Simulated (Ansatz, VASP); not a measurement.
One calculation of Ru, two programs

```xyz
7
Lattice="2.7060 0.0000 0.0000 1.3530 2.3435 0.0000 0.0000 0.0000 30.2460" Properties=species:S:1:pos:R:3 pbc="T T T"
Ru    0.0000    0.0000    8.7329
Ru    1.3530    0.7812   10.7970
Ru    0.0000    0.0000   12.9629
Ru    1.3530    0.7812   15.1230
Ru    0.0000    0.0000   17.2831
Ru    1.3530    0.7812   19.4490
Ru    0.0000    0.0000   21.5131
```

Alike in both runs: functional PBE; k mesh 8 × 8 × 1; occupations gaussian, width 0.1 eV; no spin polarisation.

Ansatz relaxed the structure, and its values are those at the end. VASP's run is a single point on that final structure, the one shown.

|  | VASP | Ansatz |
| --- | --- | --- |
| version | VASP 6.6.1 | Ansatz 0.2.0 |
| potentials or method | VASP PAW PBE potentials, release 64 (Ru_pv) | scalar-relativistic, plane waves, PAW |
| plane-wave cutoff (eV) | 520 | 420 |
| valence electrons in the cell | 98 | 112 |

|  | VASP | Ansatz | Ansatz less VASP |
| --- | --- | --- | --- |
| gap on the k mesh at the Fermi level (eV) | none | none | - |
| rms of the force components (eV/Å) | 0.004 | 0.000 | -0.0041 |

A gap of «none» marks a metal or a gap that the smearing closes. The two sets of potentials don't hold the same shells in valence. Ansatz warned: «gradients_without_spin_orbit».
